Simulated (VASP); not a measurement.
**Sb: single point with PBE**

The system is Sb.

```xyz
2
Lattice="3.1769 0.0000 0.0129 0.0000 4.4908 0.0000 -0.0214 0.0000 4.4905" Properties=species:S:1:pos:R:3 pbc="T T T"
Sb    3.1608    3.3681    3.3805
Sb   -0.0054    1.1227    1.1228
```

This isn't the form of Sb at room conditions, which is rhombohedral.

```json
{"Program": "VASP 6.6.1", "Task": "single point", "Functional": "PBE", "Potentials or basis": "VASP PAW PBE potentials, release 64 (Sb)", "Cutoff": "520 eV", "k mesh": "14 × 10 × 10", "Occupations": "gaussian, width 0.1 eV", "Spin": "no spin polarisation", "Dipole correction": "no", "Further INCAR settings": "ALGO = Fast; EDIFF = 1e-06; NBANDS = 12"}
```

- Pressure: -3.1 GPa
- Band gap on the k mesh: none (metal or under the smearing width)

Levels at points of the mesh, in eV from the Fermi level:
```tsv
k point	band 3	band 4	band 5	band 6	band 7	band 8
(0.00, 0.00, 0.00)	-3.20	-3.19	2.47	3.11	3.12	3.12
(0.50, 0.00, 0.00)	-4.89	-1.45	-1.45	-1.44	4.90	4.90
(0.00, 0.50, 0.00)	-1.15	-1.15	-0.83	-0.83	4.61	4.61
(0.50, 0.50, 0.00)	-3.56	-3.56	0.64	0.64	1.34	1.34
(0.00, 0.00, 0.50)	-1.15	-1.15	-0.83	-0.83	4.61	4.61
(0.50, 0.00, 0.50)	-3.56	-3.56	0.64	0.64	1.34	1.34
(0.00, 0.50, 0.50)	-5.07	-5.07	4.90	4.90	4.91	4.91
(0.50, 0.50, 0.50)	-3.20	-3.20	-3.19	-3.19	2.48	2.48
```

Wall time 2.1 min on 1 thread of AMD EPYC 9R45 (Zen 5), on a shared host, peak memory 0.36 GiB.

Spin-orbit coupling is left out, which matters for the levels of Sb.
